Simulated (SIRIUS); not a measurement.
HfO2 under changes of volume

One of the cells (11.375 Å³/atom); the others are scaled copies at fixed shape and fractional positions:

```
CELL_PARAMETERS angstrom
0.00000 2.57444 2.57444
2.57444 0.00000 2.57444
2.57444 2.57444 0.00000
ATOMIC_POSITIONS crystal
Hf 0.00000 0.00000 0.00000
O 0.75000 0.75000 0.75000
O 0.25000 0.25000 0.25000
```

Measurements of this composition are mostly on another form, of space group No. 14.

| Quantity | Value |
| --- | --- |
| Program | SIRIUS 7.12.0 |
| Functional | PBEsol |
| Potentials or basis | all-electron FP-LAPW |
| Cutoff | 306 eV |
| Basis | apw+lo standard |
| k mesh | 9 × 9 × 9 |
| Occupations | fermi-dirac, width 0.05 eV |
| Spin | no spin polarisation |

| volume (Å³/atom) | energy over the lowest point (meV/atom) | gap on the mesh (eV) |
| --- | --- | --- |
| 10.483 | 3.44 | 3.86 |
| 10.706 | 0.00 | 3.80 |
| 10.929 | ? | ? |
| 11.375 | 32.49 | 3.65 |
| 11.598 | 55.30 | 3.60 |
| 11.821 | 83.00 | 3.55 |

Task: What does the run at 10.929 Å³/atom give?

Result: Energy over the lowest point 4.31 meV/atom; gap on the mesh 3.75 eV.

Worked out: A Birch-Murnaghan fit of order 3 (a polynomial in V^(-2/3)) to the other rows has its minimum at 10.69 Å³/atom with B0 = V·E''(V) = 265 GPa and B' = 4.2. It gives 4.20 meV/atom at 10.929 Å³/atom, against the run's 4.31. A straight line through the other rows of the gap, of slope -2.55 eV per unit of ln V, gives 3.75 eV, against the run's 3.75.

Energies are extrapolated to zero smearing.

Caveats: spin-orbit coupling is left out, which moves the levels of the heavy elements; an odd mesh through Γ misses points on the zone boundary, where band edges often lie.
